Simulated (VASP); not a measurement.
# BaTiO3 (P4mm) in VASP: settings compared, part 2 of 2

VASP 6.6.1. The steps go on from the part before.

## (4) Relaxation of cell and atoms, revPBE+D3

INCAR

```
SYSTEM = BaTiO3
PREC = Accurate
ENCUT = 600
EDIFF = 1E-6
ISMEAR = -1
SIGMA = 0.05
LREAL = .False.
LASPH = .True.
NELM = 100
ALGO = Normal
ISIF = 3
LWAVE = .False.
LCHARG = .False.
GGA = RE
IVDW = 11
IBRION = 2
NSW = 60
EDIFFG = -0.005
```

KPOINTS

```
Automatic mesh
0
Gamma
  7 7 7
  0 0 0
```

POSCAR

```
BaTiO3
1.0
    3.9998000000      0.0000000000      0.0000000000
    0.0000000000      3.9998000000      0.0000000000
    0.0000000000      0.0000000000      4.0180000000
Ba Ti O
1 1 3
Direct
    0.0000000000      0.0000000000      0.0000000000
    0.5000000000      0.5000000000      0.4900000000
    0.0000000000      0.5000000000      0.5170000000
    0.5000000000      0.0000000000      0.5170000000
    0.5000000000      0.5000000000      0.0190000000
```

The run is started by

```console
$ cat potpaw_PBE.64/Ba_sv/POTCAR potpaw_PBE.64/Ti_sv/POTCAR potpaw_PBE.64/O/POTCAR > POTCAR
$ mpirun -np 1 vasp_std > vasp.out
```

Wall time 4.5 min (1 thread of Intel Xeon 6975P-C (Granite Rapids), shared host); peak memory 0.25 GiB.

Results (log left out):

```yaml
Free_energy: -39.6718 eV
Relaxed_volume: 13.34 Å³/atom
Relaxed_cell: a = 3.995 Å, b = 3.995 Å, c = 4.178 Å, α = 90.00°, β = 90.00°, γ = 90.00°
Space_group_after_relaxing_to_0.05_Å: P4mm (No. 99)
Energy_gained_by_relaxing: 7.7 meV/atom
Ionic_steps: 23
Pressure_after_relaxing: 0.0 GPa
Largest_force_after_relaxing: 0.004 eV/Å
Band_gap_on_the_k_mesh: 1.91 eV, indirect (least direct gap 2.34 eV)
Dispersion_energy_per_atom: -0.279 eV
```

Forces on the atoms (eV/Å):
```
Ba   0.000  0.000 -0.004
Ti   0.000  0.000 -0.001
O    0.000  0.000  0.003
O    0.000  0.000  0.003
O    0.000  0.000  0.000
```

The path:
```tsv
step	energy change (eV)	largest force (eV/Å)	pressure (GPa)	volume (Å³)
1	0.0000	0.2813	2.87	64.28
2	-0.0112	0.3671	-2.13	66.45
3	-0.0147	0.3328	-0.55	65.71
4	-0.0231	0.1981	-0.22	65.79
5	-0.0272	0.1090	0.32	65.88
6	-0.0328	0.1068	0.01	66.23
7	-0.0350	0.1503	-0.25	66.63
8	-0.0370	0.1051	0.31	66.43
9	-0.0372	0.0810	0.61	66.33
10	-0.0382	0.0466	0.15	66.53
11	-0.0383	0.0716	0.05	66.60
12	-0.0383	0.0770	-0.03	66.61
13	-0.0383	0.0734	-0.02	66.60
14	-0.0385	0.0321	-0.01	66.64
15	-0.0385	0.0167	-0.01	66.65
16	-0.0385	0.0078	0.00	66.65
17	-0.0385	0.0114	0.02	66.65
18	-0.0385	0.0089	0.01	66.65
19	-0.0385	0.0052	0.00	66.65
20	-0.0385	0.0065	0.01	66.65
21	-0.0385	0.0075	0.01	66.65
22	-0.0385	0.0060	0.00	66.66
23	-0.0385	0.0040	0.02	66.68
```

Final structure:
```xyz
5
Lattice="3.9950 0.0000 0.0000 0.0000 3.9950 0.0000 0.0000 0.0000 4.1778" Properties=species:S:1:pos:R:3 pbc="T T T"
Ba    0.0000    0.0000    4.1480
Ti    1.9975    1.9975    1.9795
O     0.0000    1.9975    2.1696
O     1.9975    0.0000    2.1696
O     1.9975    1.9975    0.1576
```

Levels at points of the mesh, in eV from the valence-band top:
```tsv
k point	band 17	band 18	band 19	band 20	band 21	band 22	band 23	band 24
(0.00, 0.00, 0.00)	-1.18	-0.74	-0.43	-0.43	1.91	2.49	2.49	4.06
```

Caveat: the PAW data sets were made with another functional, which shifts forces and pressure a little; spin-orbit coupling is left out, which moves the levels of the heavy elements; an odd mesh through Γ misses points on the zone boundary, where band edges often lie.

## (5) Relaxation of cell and atoms, revPBE+D3(BJ)

INCAR

```
ALGO     = Normal         # electronic algorithm
EDIFF    = 1E-7           # SCF threshold, eV
EDIFFG   = -0.01          # ionic threshold
ENCUT    = 600            # plane-wave cutoff, eV
GGA      = RE             # functional
IBRION   = 2              # ionic algorithm
ISIF     = 3              # what is computed and relaxed
ISMEAR   = -1             # smearing method
IVDW     = 12             # dispersion correction
LASPH    = True           # aspherical terms in the spheres
LCHARG   = False          # write CHGCAR
LREAL    = False          # projectors in reciprocal space
LWAVE    = False          # write WAVECAR
NELM     = 100            # most SCF steps
NSW      = 40             # ionic steps
PREC     = Accurate       # precision mode
SIGMA    = 0.05           # smearing width, eV
```

KPOINTS

```
k-points
0
Gamma
  7 7 7
```

POSCAR is that of step 4.

The run is started by

```console
$ cat potpaw_PBE.64/Ba_sv/POTCAR potpaw_PBE.64/Ti_sv/POTCAR potpaw_PBE.64/O/POTCAR > POTCAR
$ mpirun -np 1 vasp_std > vasp.out
```

Run time: 4.2 min. Hardware: 1 thread of Intel Xeon 6975P-C (Granite Rapids), shared host; peak memory 0.25 GiB.

The run converged. Its results:

| Quantity | Value |
| --- | --- |
| Free energy | -40.6255 eV |
| Relaxed volume | 13.08 Å³/atom |
| Relaxed cell | a = 3.986 Å, b = 3.986 Å, c = 4.115 Å, α = 90.00°, β = 90.00°, γ = 90.00° |
| Space group after relaxing (to 0.05 Å) | P4mm (No. 99) |
| Energy gained by relaxing | 3.4 meV/atom |
| Ionic steps | 14 |
| Pressure after relaxing | 0.0 GPa |
| Band gap on the k mesh | 1.92 eV, indirect (least direct gap 2.29 eV) |
| Dispersion energy per atom | -0.478 eV |

The path:
```csv
step,energy change (eV),largest force (eV/Å),pressure (GPa),volume (Å³)
1,0.0000,0.2769,0.82,64.28
2,-0.0067,0.2010,-0.44,64.90
3,-0.0075,0.1887,-1.05,65.22
4,-0.0115,0.1094,-0.22,65.06
5,-0.0119,0.0973,0.16,64.99
6,-0.0136,0.0788,0.20,65.03
7,-0.0149,0.0820,0.25,65.08
8,-0.0147,0.1076,0.39,65.17
9,-0.0153,0.0930,0.30,65.12
10,-0.0162,0.0715,-0.18,65.39
11,-0.0162,0.0660,-0.31,65.47
12,-0.0166,0.0649,0.13,65.37
13,-0.0166,0.0531,0.04,65.39
14,-0.0168,0.0018,0.03,65.38
```

Final structure:
```
Ba Ti O
1.0
     3.98611    0.00000    0.00000
     0.00000    3.98611    0.00000
     0.00000    0.00000    4.11509
Ba Ti O
1 1 3
Direct
  0.00000 0.00000 0.99692
  0.50000 0.50000 0.47834
  0.00000 0.50000 0.51775
  0.50000 0.00000 0.51775
  0.50000 0.50000 0.03224
```

Levels at points of the mesh, in eV from the valence-band top:
| k point | band 16 | band 17 | band 18 | band 19 | band 20 | band 21 | band 22 | band 23 | band 24 |
| --- | --- | --- | --- | --- | --- | --- | --- | --- | --- |
| (0.00, 0.00, 0.00) | -1.41 | -1.14 | -0.56 | -0.37 | -0.37 | 1.92 | 2.39 | 2.39 | 4.11 |

Caveat: the PAW data sets were made with another functional, which shifts forces and pressure a little; spin-orbit coupling is left out, which moves the levels of the heavy elements; an odd mesh through Γ misses points on the zone boundary, where band edges often lie.

## (6) Relaxation of cell and atoms, revPBE+D4

INCAR

```
SYSTEM = BaTiO3
PREC = Accurate
ENCUT = 600
EDIFF = 1E-6
ISMEAR = -1
SIGMA = 0.05
LREAL = .FALSE.
LASPH = .TRUE.
NELM = 100
ALGO = Normal
ISIF = 3
LWAVE = .FALSE.
LCHARG = .FALSE.
GGA = RE
IVDW = 13
IBRION = 2
NSW = 60
EDIFFG = -0.01
```

KPOINTS

```
Automatic mesh
0
G
  7 7 7
  0 0 0
```

POSCAR is that of step 5.

Potentials or basis: VASP PAW PBE potentials, release 64 (Ba_sv, Ti_sv, O).

The run is started by

```console
$ cat potpaw_PBE.64/Ba_sv/POTCAR potpaw_PBE.64/Ti_sv/POTCAR potpaw_PBE.64/O/POTCAR > POTCAR
$ mpirun -np 1 vasp_std > vasp.out
```

Wall time 4.7 min (1 thread of Intel Xeon 6975P-C (Granite Rapids), shared host); peak memory 0.24 GiB.

It converged, with:

```yaml
Free_energy: -40.1005 eV
Relaxed_volume: 13.26 Å³/atom
Relaxed_cell: a = 3.985 Å, b = 3.985 Å, c = 4.175 Å, α = 90.00°, β = 90.00°, γ = 90.00°
Space_group_after_relaxing_to_0.05_Å: P4mm (No. 99)
Energy_gained_by_relaxing: 6.3 meV/atom
Ionic_steps: 23
Pressure_after_relaxing: 0.0 GPa
Largest_force_after_relaxing: 0.008 eV/Å
Band_gap_on_the_k_mesh: 1.92 eV, indirect (least direct gap 2.36 eV)
Dispersion_energy_per_atom: -0.367 eV
```

Forces in eV/Å, atoms in the order of the input:
```
Ba   0.000  0.000 -0.004
Ti   0.000  0.000 -0.008
O    0.000  0.000  0.007
O    0.000  0.000  0.007
O    0.000  0.000 -0.002
```

Step by step:
```
step  energy change (eV)  largest force (eV/Å)  pressure (GPa)  volume (Å³)
   1              0.0000                0.3165            1.74        64.28
   2             -0.0097                0.3010           -1.16        65.59
   3             -0.0098                0.3013           -0.92        65.47
   4             -0.0188                0.1558           -0.26        65.48
   5             -0.0205                0.1152            0.22        65.49
   6             -0.0255                0.1049            0.21        65.67
   7             -0.0282                0.1445            0.27        65.91
   8             -0.0282                0.1514            0.29        65.95
   9             -0.0300                0.1027           -0.47        66.34
  10             -0.0301                0.0931           -0.60        66.42
  11             -0.0312                0.0484           -0.20        66.30
  12             -0.0313                0.0690           -0.02        66.26
  13             -0.0316                0.0108            0.02        66.22
  14             -0.0315                0.0237            0.04        66.20
  15             -0.0316                0.0147            0.04        66.21
  16             -0.0316                0.0140            0.05        66.21
  17             -0.0316                0.0110            0.04        66.22
  18             -0.0316                0.0115            0.03        66.22
  19             -0.0316                0.0125            0.03        66.21
  20             -0.0316                0.0112            0.02        66.23
  21             -0.0316                0.0152           -0.02        66.29
  22             -0.0316                0.0104           -0.05        66.29
  23             -0.0316                0.0080           -0.04        66.29
```

Final structure:
```cif
data_structure
_symmetry_space_group_name_H-M 'P 1'
_symmetry_Int_Tables_number 1
_cell_length_a 3.9846
_cell_length_b 3.9846
_cell_length_c 4.1754
_cell_angle_alpha 90.000
_cell_angle_beta 90.000
_cell_angle_gamma 90.000
_cell_volume 66.29
loop_
_atom_site_label
_atom_site_type_symbol
_atom_site_fract_x
_atom_site_fract_y
_atom_site_fract_z
_atom_site_occupancy
Ba1 Ba 0.00000 0.00000 0.99236 1
Ti1 Ti 0.50000 0.50000 0.47406 1
O1 O 0.00000 0.50000 0.51908 1
O2 O 0.50000 0.00000 0.51908 1
O3 O 0.50000 0.50000 0.03842 1
```

Levels at points of the mesh, in eV from the valence-band top:
```csv
k point,band 17,band 18,band 19,band 20,band 21,band 22,band 23,band 24
"(0.00, 0.00, 0.00)",-1.19,-0.75,-0.43,-0.43,1.92,2.51,2.51,4.11
```

Caveat: the PAW data sets were made with another functional, which shifts forces and pressure a little; spin-orbit coupling is left out, which moves the levels of the heavy elements; an odd mesh through Γ misses points on the zone boundary, where band edges often lie.

## (7) The runs side by side

| level | gap on the mesh (eV) | pressure (GPa) | relaxed volume (Å³/atom) | largest force (eV/Å) |
| --- | --- | --- | --- | --- |
| RPBE+D3(BJ) | 2.01 | 0.1 | 11.61 | 0.01 |
| RPBE+D4 | 1.93 | 0.0 | 13.36 | - |
| revPBE+D3 | 1.91 | 0.0 | 13.34 | - |
| revPBE+D3(BJ) | 1.92 | 0.0 | 13.08 | - |
| revPBE+D4 | 1.92 | 0.0 | 13.26 | 0.01 |

Alike in all rows: task relaxation of cell and atoms; potentials or basis VASP PAW PBE potentials, release 64 (Ba_sv, Ti_sv, O); no spin polarisation; cell relaxed; k mesh 7 × 7 × 7; cutoff (eV) 600; smearing fermi-dirac 0.05 eV.

Caveats: the PAW data sets were made with another functional, which shifts forces and pressure a little; spin-orbit coupling is left out, which moves the levels of the heavy elements; an odd mesh through Γ misses points on the zone boundary, where band edges often lie.

Absolute energies hang on the potentials; compare differences alone.
